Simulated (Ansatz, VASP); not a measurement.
**Na in VASP and in Ansatz**

```
Na
1.0
    -2.08458    2.08458    2.08458
     2.08458   -2.08458    2.08458
     2.08458    2.08458   -2.08458
Na
1
Cartesian
  0.0000 0.0000 0.0000
```

Alike in both runs: functional PBEsol; k mesh 14 × 14 × 14; occupations gaussian, width 0.1 eV; no spin polarisation.

Ansatz relaxed the structure, and its values are those at the end. VASP's run is a single point on that final structure, the one shown.

```csv
,VASP,Ansatz
version,VASP 6.6.1,Ansatz 0.2.0
potentials or method,"VASP PAW PBE potentials, release 64 (Na_pv)","scalar-relativistic, plane waves, PAW"
plane-wave cutoff (eV),520,420
valence electrons in the cell,7,9
```

```csv
,VASP,Ansatz,Ansatz less VASP
gap on the k mesh at the Fermi level (eV),none,none,-
pressure (GPa),0.0,0.0,+0.02
```

A gap of «none» marks a metal or a gap that the smearing closes. With one functional, cell and mesh, what is left measures potentials, basis and numerics. The two sets of potentials don't hold the same shells in valence.

Caveats: the PAW data sets were made with another functional, which shifts forces and pressure a little (VASP).
